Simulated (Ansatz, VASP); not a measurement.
## HfO2: VASP beside Ansatz

```
Hf O
1.0
     3.17255    0.00000    0.00000
    -1.58627    2.74751    0.00000
     0.00000    0.00000   28.96888
Hf O
1 2
Direct
  0.00000 0.00000 0.23626
  0.00000 0.00000 0.30130
  0.00000 0.00000 0.34534
```

Alike in both runs: functional PBE; k mesh 6 × 6 × 1; occupations gaussian, width 0.1 eV; no spin polarisation.

Ansatz relaxed the structure, and its values are those at the end. VASP's run is a single point on that final structure, the one shown.

```csv
,VASP,Ansatz
version,VASP 6.6.1,Ansatz 0.2.0
potentials or method,"VASP PAW PBE potentials, release 64 (Hf_pv, O)","scalar-relativistic, plane waves, PAW"
plane-wave cutoff (eV),520,420
valence electrons in the cell,22,38
```

|  | VASP | Ansatz | Ansatz less VASP |
| --- | --- | --- | --- |
| gap on the k mesh at the Fermi level (eV) | none | none | - |
| rms of the force components (eV/Å) | 0.309 | 0.001 | -0.3076 |

A gap of «none» marks a metal or a gap that the smearing closes. One of these differences is far larger than is usual between the two programs; its cause wasn't traced. With one functional, cell and mesh, what is left measures potentials, basis and numerics. The two sets of potentials don't hold the same shells in valence. Ansatz warned: «slab_cell_height_set».

Caveats: the k mesh is coarse (spacing up to 0.38 Å⁻¹), so the values aren't converged. Spin-orbit coupling is left out, which matters for the levels of Hf.
